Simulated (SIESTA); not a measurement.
## HfN under changes of volume

One of the cells (14.793 Å³/atom); the others are scaled copies at fixed shape and fractional positions:

```xyz
2
Lattice="0.0000 2.4548 2.4548 2.4548 0.0000 2.4548 2.4548 2.4548 0.0000" Properties=species:S:1:pos:R:3 pbc="T T T"
Hf    0.0000    0.0000    0.0000
N     1.2274    1.2274    1.2274
```

The cell comes from a database or a generator and needn't be the stable form of this composition.

| Property | Result |
| --- | --- |
| Program | SIESTA 5.4.2 |
| Functional | LDA |
| Potentials or basis | PseudoDojo 0.4 standard (LDA files) |
| Basis | DZP (energy shift 0.003 Ry; two zetas on semicore shells) |
| Grid cutoff | 800 Ry |
| Energy shift | 0.003 Ry |
| k mesh | 9 × 9 × 9 |
| Occupations | fermi-dirac, width 0.05 eV |
| Spin | no spin polarisation |

```csv
volume (Å³/atom),energy over the lowest point (meV/atom),pressure (GPa)
13.906,3.93,4.5
14.201,0.00,-0.2
14.497,?,?
14.793,16.60,-8.4
15.089,35.45,-11.9
15.385,60.36,-14.9
15.681,90.65,-17.7
```

**Question.** What does the run at 14.497 Å³/atom give?

**Answer.** Energy over the lowest point 4.47 meV/atom; pressure -4.5 GPa.

Worked out: A Birch-Murnaghan fit of order 3 (a polynomial in V^(-2/3)) to the other rows has its minimum at 14.19 Å³/atom with B0 = V·E''(V) = 221 GPa and B' = 4.4. It gives 4.51 meV/atom at 14.497 Å³/atom, against the run's 4.47, and -dE/dV = -4.6 GPa, against -4.5.

Energies are extrapolated to zero smearing.

Caveats: short orbitals over semicore shells can move pressures by several GPa; the basis of atomic orbitals isn't converged, which shifts pressures, moduli and gaps.
